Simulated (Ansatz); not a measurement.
## V: single point with PBE

Crystal: V.

```
V
1.0
     2.60429    0.00000    0.00000
    -1.30215    2.25538    0.00000
     0.00000    0.00000    4.72334
V
2
Direct
  0.33333 0.66667 0.25000
  0.66667 0.33333 0.75000
```

This isn't the form of V at room conditions, which is bcc.

* Program: Ansatz 0.2.0
* Task: single point
* Functional: PBE
* Potentials or basis: Ansatz PAW
* Cutoff: 420 eV (not typed: the program's choice for these potentials)
* k mesh: 10 × 10 × 5
* Occupations: fermi-dirac, width 0.05 eV
* Spin: collinear spin, ferromagnetic start
* Starting moments: [2.0, 2.0] μB
* Fixed moment: 4 μB

```json
{
  "Pressure": "16.1 GPa",
  "Net moment": "4.00 μB per cell",
  "Absolute moment": "4.00 μB per cell",
  "Site moments": "V +1.60 μB"
}
```

Stress tensor (GPa, compression positive):
```
24.97  0.00  0.00
 0.00 24.97  0.00
 0.00  0.00 -1.76
```

Wall time 1.5 s on 2 threads of Arm Neoverse V2 (shared host), peak memory 0.29 GiB.

Caveat: the total moment is fixed, so each spin has its own Fermi level; the thresholds are loose for stress.
